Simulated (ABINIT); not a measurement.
# Quasiparticle gap of KCl (Sylvite) in ABINIT, part 2 of 3

Wanted: ground state, empty states, screening and self-energy for KCl (Sylvite).

ABINIT 10.8.3; PBE and many-body steps on it, plane waves. Known limits of the many-body steps: not at the basis limit.

So far. Step 2 (Ground state): The gap is direct, at Γ.

**3. Bands along the symmetry lines**

Level of this step: DFT, PBE, plane waves, norm-conserving pseudopotentials (ABINIT).

The cheap functional maps the bands first; the places of the edges decide which points the dearer methods must see.

run.abi

```
acell 3*1.0 Angstrom
rprim 
  -0.000000000000 3.146470000000 3.146470000000
  3.146470000000 0.000000000000 3.146470000000
  3.146470000000 3.146470000000 -0.000000000000
ntypat 2
znucl 19 17
natom 2
typat 1 2
xred 
  0.000000000000 0.000000000000 0.000000000000
  0.500000000000 0.500000000000 0.500000000000
pp_dirpath "pseudos"
pseudos "K.upf, Cl.upf"
ecut 33
iscf -2
irdden 1
kptopt 0
nkpt 50
kpt 
  0.00000000 0.00000000 0.00000000
  0.06250000 0.00000000 0.06250000
  0.12500000 0.00000000 0.12500000
  0.18750000 0.00000000 0.18750000
  0.25000000 0.00000000 0.25000000
  0.31250000 0.00000000 0.31250000
  0.37500000 0.00000000 0.37500000
  0.43750000 0.00000000 0.43750000
  0.50000000 0.00000000 0.50000000
  0.51562500 0.03125000 0.51562500
  0.53125000 0.06250000 0.53125000
  0.54687500 0.09375000 0.54687500
  0.56250000 0.12500000 0.56250000
  0.57812500 0.15625000 0.57812500
  0.59375000 0.18750000 0.59375000
  0.60937500 0.21875000 0.60937500
  0.62500000 0.25000000 0.62500000
  0.37500000 0.37500000 0.75000000
  0.32812500 0.32812500 0.65625000
  0.28125000 0.28125000 0.56250000
  0.23437500 0.23437500 0.46875000
  0.18750000 0.18750000 0.37500000
  0.14062500 0.14062500 0.28125000
  0.09375000 0.09375000 0.18750000
  0.04687500 0.04687500 0.09375000
  0.00000000 0.00000000 0.00000000
  0.06250000 0.06250000 0.06250000
  0.12500000 0.12500000 0.12500000
  0.18750000 0.18750000 0.18750000
  0.25000000 0.25000000 0.25000000
  0.31250000 0.31250000 0.31250000
  0.37500000 0.37500000 0.37500000
  0.43750000 0.43750000 0.43750000
  0.50000000 0.50000000 0.50000000
  0.50000000 0.46875000 0.53125000
  0.50000000 0.43750000 0.56250000
  0.50000000 0.40625000 0.59375000
  0.50000000 0.37500000 0.62500000
  0.50000000 0.34375000 0.65625000
  0.50000000 0.31250000 0.68750000
  0.50000000 0.28125000 0.71875000
  0.50000000 0.25000000 0.75000000
  0.50000000 0.21875000 0.71875000
  0.50000000 0.18750000 0.68750000
  0.50000000 0.15625000 0.65625000
  0.50000000 0.12500000 0.62500000
  0.50000000 0.09375000 0.59375000
  0.50000000 0.06250000 0.56250000
  0.50000000 0.03125000 0.53125000
  0.50000000 0.00000000 0.50000000
istwfk *1
nband 15
nbdbuf 2
tolwfr 1e-08
nstep 40
prtwf 0
prtvol 0
indata_prefix "in"
outdata_prefix "out"
tmpdata_prefix "tmp"
```

Launch:

```bash
$ OMP_NUM_THREADS=1 mpirun -n 4 abinit run.abi > log
```

Numbers of over 12 decimals in the logs are rounded to 6 here.

The log of the run:

```text
.Version 10.8.3 of ABINIT. v10.8.2 released Aug 2026.

 Symmetries : space group Fm -3 m (#225); Bravais cF (face-center cubic)
[... echo of the input left out ...]
== DATASET  1 ==================================================================
-   mpi_nproc: 4, omp_nthreads: 1 (-1 if OMP is not activated)

--- !DatasetInfo
iteration_state: {dtset: 1, }
dimensions: {natom: 2, nkpt: 50, mband: 15, nsppol: 1, nspinor: 1, nspden: 1, mpw: 3840, }
cutoff_energies: {ecut:  33.0, pawecutdg:  -1.0, }
electrons: {nelect:   1.60000000E+01, charge:   0.00000000E+00, occopt:   1.00000000E+00, tsmear:   1.00000000E-02, }

 Real(R)+Recip(G) space primitive vectors, cartesian coordinates (Bohr,Bohr^-1):
 R(1)=  0.0000000  5.9459666  5.9459666  G(1)= -0.0840906  0.0840906  0.0840906
 R(2)=  5.9459666  0.0000000  5.9459666  G(2)=  0.0840906 -0.0840906  0.0840906
 R(3)=  5.9459666  5.9459666  0.0000000  G(3)=  0.0840906  0.0840906 -0.0840906
 Unit cell volume ucvol=  4.2043357E+02 bohr^3
 Angles (23,13,12)=  6.00000000E+01  6.00000000E+01  6.00000000E+01 degrees

 getcut: wavevector=  0.0000  0.0000  0.0000  ngfft=  45  45  45
         ecut(hartree)=     33.000   => boxcut(ratio)=   2.02345

--- Pseudopotential description ------------------------------------------------
- K Generated using ONCVPSP code by D. R. Hamann
- 19.00000   9.00000  171031                  znucl, zion, pspdat
12 -101130 2 -1 2222                          pspcod,pspxc,lmax,lloc,mmax
     nproj     2     2     2
  pspatm : epsatm=    8.42413758
         --- l  ekb(1:nproj) -->
             0   10.871123    0.806704
             1    4.379001    0.553647
             2   -3.405842   -1.029115
 pspatm: atomic psp has been read  and splines computed

- Cl Generated using ONCVPSP code by D. R. Hamann
- 17.00000   7.00000  171031                  znucl, zion, pspdat
12 -101130 2 -1 1028                          pspcod,pspxc,lmax,lloc,mmax
     nproj     2     2     2
  pspatm : epsatm=    9.12776517
         --- l  ekb(1:nproj) -->
[...]
pspatm: atomic psp has been read  and splines computed

--------------------------------------------------------------------------------

================================================================================
 prteigrs : about to open file out_EIG
 Non-SCF case, kpt    1 (  0.00000  0.00000  0.00000), residuals and eigenvalues=
  2.09E-09  4.81E-09  2.24E-09  3.41E-09  5.60E-09  2.96E-09  2.53E-09  6.06E-09
  8.74E-09  4.40E-09  6.33E-09  6.17E-09  4.18E-09  5.06E-09  2.12E-08
 -1.0079E+00 -4.5382E-01 -4.0010E-01 -4.0010E-01 -4.0010E-01 -8.5044E-03
 -8.5044E-03 -8.5044E-03  1.8221E-01  2.9896E-01  2.9896E-01  2.9896E-01
[...]
Non-SCF case, kpt    2 (  0.06250  0.00000  0.06250), residuals and eigenvalues=
  9.47E-09  3.07E-09  2.00E-09  7.17E-09  8.18E-09  3.97E-09  3.18E-09  9.72E-09
[...]
4.28E-09  5.02E-09  4.74E-09  9.96E-09  6.18E-09  4.12E-09  2.61E-09  9.52E-09
  8.70E-09  6.07E-09  5.35E-09  6.95E-09  8.24E-09  6.21E-09  2.42E-06
[...]
Non-SCF case, kpt   49 (  0.50000  0.03125  0.53125), residuals and eigenvalues=
[...]
Non-SCF case, kpt   50 (  0.50000  0.00000  0.50000), residuals and eigenvalues=
[...]
-1.0074E+00 -4.5018E-01 -4.0531E-01 -4.0214E-01 -4.0214E-01 -3.2597E-02
 -1.6693E-02 -1.6693E-02  2.3146E-01  2.9798E-01  3.6150E-01  3.6578E-01
[...]
--- !ResultsGS
iteration_state: {dtset: 1, }
comment   : Summary of ground state results
lattice_vectors:
- [ -0.0000000,   5.9459666,   5.9459666, ]
- [  5.9459666,   0.0000000,   5.9459666, ]
- [  5.9459666,   5.9459666,  -0.0000000, ]
lattice_lengths: [   8.40887,    8.40887,    8.40887, ]
lattice_angles: [ 60.000,  60.000,  60.000, ] # degrees, (23, 13, 12)
lattice_volume:   4.2043357E+02
convergence: {deltae:  0.000E+00, res2:  0.000E+00, residm:  9.991E-09, diffor:  0.000E+00, }
etotal    :  -4.65983682E+01
entropy   :   0.00000000E+00
fermie    :  -8.50435789E-03
cartesian_stress_tensor: null
pressure_GPa: null
xred      :
- [  0.0000E+00,   0.0000E+00,   0.0000E+00,  K]
- [  5.0000E-01,   5.0000E-01,   5.0000E-01, Cl]
cartesian_forces: null
force_length_stats: {min: null, max: null, mean: null, }

 Integrated electronic density in atomic spheres:
 ------------------------------------------------
 Atom  Sphere_radius  Integrated_density
[...]
================================================================================

 ----iterations are completed or convergence reached----

 Mean square residual over all n,k,spin=   59.207E-10; max=  99.909E-10
 reduced coordinates (array xred) for    2 atoms
       0.000000000000      0.000000000000      0.000000000000
       0.500000000000      0.500000000000      0.500000000000

 cartesian coordinates (angstrom) at end:
    1      0.000000     0.000000     0.000000
    2      3.146470     3.146470     3.146470
 length scales=  1.889726125908  1.889726125908  1.889726125908 bohr
              =  1.000000000000  1.000000000000  1.000000000000 angstroms
 prteigrs : about to open file out_EIG
 Eigenvalues (hartree) for nkpt=  50  k points:
 kpt#   1, nband= 15, wtk=  1.00000, kpt=  0.0000  0.0000  0.0000 (reduced coord)
[...]
kpt#   2, nband= 15, wtk=  1.00000, kpt=  0.0625  0.0000  0.0625 (reduced coord)
[...]
kpt#   3, nband= 15, wtk=  1.00000, kpt=  0.1250  0.0000  0.1250 (reduced coord)
[...]
kpt#  49, nband= 15, wtk=  1.00000, kpt=  0.5000  0.0313  0.5313 (reduced coord)
  -1.00742   -0.45033   -0.40528   -0.40217   -0.40193   -0.03248   -0.01708   -0.01690
   0.23245    0.29919    0.35943    0.36660    0.37969    0.41827    0.41945
 kpt#  50, nband= 15, wtk=  1.00000, kpt=  0.5000  0.0000  0.5000 (reduced coord)
  -1.00742   -0.45018   -0.40531   -0.40214   -0.40214   -0.03260   -0.01669   -0.01669
   0.23146    0.29798    0.36150    0.36578    0.38035    0.41824    0.41824

== END DATASET(S) ==============================================================
================================================================================

 -outvars: echo values of variables after computation  --------
            nband          15
             nkpt          50
          spgroup         225
 [... the other variables as echoed above ...]

 Calculation completed.
```

The job ended after 21 s (4 MPI ranks of Arm Neoverse V1, shared host; peak memory 0.3 GiB).

This step gave:

| Quantity | Value |
| --- | --- |
| gap | 5.189 eV |
| k of the valence top | 0, 0, 0 |
| k of the conduction bottom | 0, 0, 0 |
| least direct gap | 5.189 eV |

The gap is 5.189 eV, as in the run before at this level.

Electronic bands along the path, in eV, zero at the top of the highest filled band; v1 is the highest filled band, c1 the lowest empty one:

```tsv
point	v4	v3	v2	v1	c1	c2	c3	c4
Γ	-10.66	0.00	0.00	0.00	5.19	8.37	8.37	8.37
halfway	-10.58	-0.63	-0.13	-0.13	6.64	7.24	9.66	9.84
X	-10.71	-0.66	-0.22	-0.22	6.53	8.34	10.07	10.18
halfway	-10.68	-0.63	-0.32	-0.24	6.74	8.60	9.70	10.36
U	-10.60	-0.56	-0.55	-0.29	7.27	9.07	9.30	10.07
jump to K	-10.60	-0.56	-0.55	-0.29	7.27	9.07	9.30	10.07
halfway	-10.51	-0.69	-0.24	-0.20	6.89	7.97	9.19	9.85
Γ	-10.66	0.00	0.00	0.00	5.19	8.37	8.37	8.37
halfway	-10.53	-0.59	-0.17	-0.17	6.45	8.16	9.11	9.11
L	-10.42	-1.05	-0.32	-0.32	7.58	8.60	10.50	10.50
halfway	-10.51	-0.84	-0.40	-0.33	7.84	8.34	10.04	10.14
W	-10.57	-0.49	-0.47	-0.47	8.03	8.03	9.44	9.85
halfway	-10.64	-0.61	-0.36	-0.30	6.95	8.80	9.34	10.32
X	-10.71	-0.66	-0.22	-0.22	6.53	8.34	10.07	10.18
```

The electronic bands as a text plot (rows in eV, shown from -8.0 to 9.2 only):

```
    8.9 |+ ++          +++++    +++++ ++ ++++   +++++       +++
    8.1 |++++      ++++     ++++++++++++++++++++     +++++++   ++
    7.4 |    ++++++      +++  ++               +++++++     ++
    6.7 |     +++++++++++       +           +++              ++++
    6.0 |  +++                   ++++      +
    5.3 |++                          ++++++
    4.6 |
    3.8 |
    3.1 |
    2.4 |
    1.7 |
    1.0 |
    0.3 |*****                     ********
   -0.5 |  **************************    ************************
   -1.2 |                                      ********
   -1.9 |
   -2.6 |
   -3.3 |
   -4.1 |
   -4.8 |
   -5.5 |
   -6.2 |
   -6.9 |
   -7.6 |
         Γ           X  U|K            Γ         L        W     X
```

**4. Empty states on the mesh, 4×4×4 mesh, 220 bands**

The sums over transitions need many empty states on a uniform mesh; this step solves for them.

run.abi

```
acell 3*1.0 Angstrom
rprim 
  -0.000000000000 3.146470000000 3.146470000000
  3.146470000000 0.000000000000 3.146470000000
  3.146470000000 3.146470000000 -0.000000000000
ntypat 2
znucl 19 17
natom 2
typat 1 2
xred 
  0.000000000000 0.000000000000 0.000000000000
  0.500000000000 0.500000000000 0.500000000000
pp_dirpath "pseudos"
pseudos "K.upf, Cl.upf"
ecut 33
ngkpt 4 4 4
nshiftk 1
shiftk 0 0 0
kptopt 1
chksymbreak 0
irdden 1
istwfk *1
nband 220
prtvol 0
optdriver 6
gwr_task "HDIAGO"
paral_kgb 0
occopt 1
indata_prefix "in"
outdata_prefix "out"
tmpdata_prefix "tmp"
```

The log of the run:

```text
[banner, memory and clock lines left out]
.Version 10.8.3 of ABINIT. v10.8.2 released Aug 2026.

 Symmetries : space group Fm -3 m (#225); Bravais cF (face-center cubic)
[... echo of the input left out ...]
== DATASET  1 ==================================================================
-   mpi_nproc: 4, omp_nthreads: 1 (-1 if OMP is not activated)

--- !DatasetInfo
iteration_state: {dtset: 1, }
dimensions: {natom: 2, nkpt: 8, mband: 220, nsppol: 1, nspinor: 1, nspden: 1, mpw: 3839, }
cutoff_energies: {ecut:  33.0, pawecutdg:  -1.0, }
electrons: {nelect:   1.60000000E+01, charge:   0.00000000E+00, occopt:   1.00000000E+00, tsmear:   1.00000000E-02, }

.Using double precision arithmetic; gwpc =  8

- Reading GS density from: in_DEN

--- Pseudopotential description ------------------------------------------------
- K Generated using ONCVPSP code by D. R. Hamann
- 19.00000   9.00000  171031                  znucl, zion, pspdat
12 -101130 2 -1 2222                          pspcod,pspxc,lmax,lloc,mmax
     nproj     2     2     2
  pspatm : epsatm=    8.42413758
         --- l  ekb(1:nproj) -->
             0   10.871123    0.806704
             1    4.379001    0.553647
             2   -3.405842   -1.029115
 pspatm: atomic psp has been read  and splines computed

- Cl Generated using ONCVPSP code by D. R. Hamann
- 17.00000   7.00000  171031                  znucl, zion, pspdat
12 -101130 2 -1 1028                          pspcod,pspxc,lmax,lloc,mmax
     nproj     2     2     2
  pspatm : epsatm=    9.12776517
         --- l  ekb(1:nproj) -->
             0    8.139296    0.698720
             1    3.821713    1.107519
             2   -2.938609   -0.805455
 pspatm: atomic psp has been read  and splines computed

   2.80830444E+02                                ecore*ucvol(ha*bohr**3)

 Total charge density [el/Bohr^3]
)     Maximum=    5.5720E-01  at reduced coord.    0.0667    0.9111    0.9556
)     Minimum=    8.3501E-04  at reduced coord.    0.2444    0.2444    0.2444
   Integrated=    1.6000E+01

 === KS gaps after direct diagonalization ===
 Direct band gap semiconductor
 Fundamental gap:     5.190 (eV)
   VBM:    -0.231 (eV) at k: [ 0.0000E+00,  0.0000E+00,  0.0000E+00]
   CBM:     4.958 (eV) at k: [ 0.0000E+00,  0.0000E+00,  0.0000E+00]
 Direct gap:         5.190 (eV) at k: [ 0.0000E+00,  0.0000E+00,  0.0000E+00]

== END DATASET(S) ==============================================================

 -outvars: echo values of variables after computation  --------
           etotal      0.0000000000E+00
            nband         220
             nkpt           8
          spgroup         225
 [... the other variables as echoed above ...]

 Calculation completed.
```

Elapsed: 86 s, on 4 MPI ranks; peak memory 3.4 GiB; 5.7 min of CPU time.

Numbers from this step:

- gap: 5.190 eV
- k of the valence top: 0, 0, 0
- k of the conduction bottom: 0, 0, 0
- least direct gap: 5.190 eV
- k points computed: 8
- lowest point of the top converged band, above the valence top: 122.1317 eV

On this mesh the gap is 5.190 eV.

**5. Screening, 4×4×4 mesh, 212 bands, screening to 190.5 eV**

The RPA dielectric matrix is built and inverted for each q.

This step: RPA screening on PBE, plane waves, norm-conserving pseudopotentials.

Edit run.abi of step 4 so:

```diff
@@ -20,10 +20,11 @@
 chksymbreak 0
-irdden 1
 istwfk *1
-nband 220
-prtvol 0
-optdriver 6
-gwr_task "HDIAGO"
-paral_kgb 0
 occopt 1
+irdwfk 1
+optdriver 3
+nband 212
+ecuteps 7
+inclvkb 2
+awtr 1
+symchi 1
 indata_prefix "in"
```

The log of the run:

```text
.Version 10.8.3 of ABINIT. v10.8.2 released Aug 2026.

 Symmetries : space group Fm -3 m (#225); Bravais cF (face-center cubic)
[... echo of the input left out ...]
== DATASET  1 ==================================================================
-   mpi_nproc: 4, omp_nthreads: 1 (-1 if OMP is not activated)

--- !DatasetInfo
iteration_state: {dtset: 1, }
dimensions: {natom: 2, nkpt: 8, mband: 212, nsppol: 1, nspinor: 1, nspden: 1, mpw: 3839, }
cutoff_energies: {ecut:  33.0, pawecutdg:  -1.0, }
electrons: {nelect:   1.60000000E+01, charge:   0.00000000E+00, occopt:   1.00000000E+00, tsmear:   1.00000000E-02, }

 SCREENING: Calculation of the susceptibility and dielectric matrices

 Based on a program developped by R.W. Godby, V. Olevano, G. Onida, and L. Reining.
 Incorporated in ABINIT by V. Olevano, G.-M. Rignanese, and M. Torrent.
.Using double precision arithmetic ; gwpc =  8

[... cell and pseudopotentials left out ...]
--------------------------------------------------------------------------------

 ==== K-mesh for the wavefunctions ====
 Number of points in the irreducible wedge :     8
[... list of points left out ...]
 Together with 48 symmetry operations and time-reversal symmetry
 yields    64 points in the full Brillouin Zone.

 ==== Q-mesh for the screening function ====
 Number of points in the irreducible wedge :     8
[... list of points left out ...]
 Together with 48 symmetry operations and time-reversal symmetry
 yields    64 points in the full Brillouin Zone.

 setmesh: FFT mesh size selected  =    32x   32x   32
          total number of points  =        32768

 vcoul_init : cutoff-mode = AUXILIARY_FUNCTION
 q-points for optical limit:   1
     1)      0.000010    0.000020    0.000030

- screening: taking advantage of time-reversal symmetry
- Maximum band index for partially occupied states nbvw = 8
- Remaining bands to be divided among processors   nbcw = 204
- Number of bands treated by each node ~51

 Number of electrons calculated from density =   16.0000; Expected =   16.0000
 average of density, n =  0.038056
 r_s =    1.8443
 omega_plasma =   18.8177 [eV]

 calculating chi0 at frequencies [eV] :
  1    0.000000E+00    0.000000E+00
  2    0.000000E+00    1.881772E+01

--------------------------------------------------------------------------------
  q-point number  1        q = ( 0.000000, 0.000000, 0.000000) [r.l.u.]
--------------------------------------------------------------------------------
[... chi0 elements left out ...]
 For q-point:  0.000010 0.000020 0.000030
  dielectric constant =   2.1776
  dielectric constant without local fields =   2.5855

  Average fulfillment of the sum rule on Im[epsilon] for q-point    1 :     81.09  [%]
[... wings left out ...]
  q-point number  2        q = ( 0.250000, 0.000000, 0.000000) [r.l.u.]
--------------------------------------------------------------------------------
[... chi0 elements left out ...]
  Average fulfillment of the sum rule on Im[epsilon] for q-point    2 :     84.22  [%]

 [... 6 further q-points ...]
```

Run time: 56 s. Hardware: 4 MPI ranks; peak memory 1.5 GiB.

This step gave:

- ε∞ with local fields, on this mesh, along the program's q direction: 2.178
- the same without local fields: 2.586
- plasma frequency: 18.82 eV
- plane waves in the screening matrix: 339

Local fields lower ε∞ by 16 %.

[end of part 2 of 3]

[Paths, hosts, dates, memory and timing lines, banners, echoed tables and standing remarks are left out of the program output.]

[Logs are printed without paths, hosts, clocks, repeated set-up lines and the standing remarks that a program may print on its own settings, such as how far it seeks lower states.]

[Runs of the session that timed out or met a known fault of the program may be left out.]

[Hosts, paths, dates, database ids (printed as entryN), source tags and the programs' standing remarks are cut or masked in the printed files.]

[G0W0 gaps are taken among the corrected bands and points alone; a level outside them can change the order at an edge.]

[Where Ansatz stands beside ABINIT at settings called matched, ABINIT's density can come from a denser mesh and the files from another edition; pairs whose starting gaps differed by over 0.03 eV were left out, so agreement reads better than it is.]
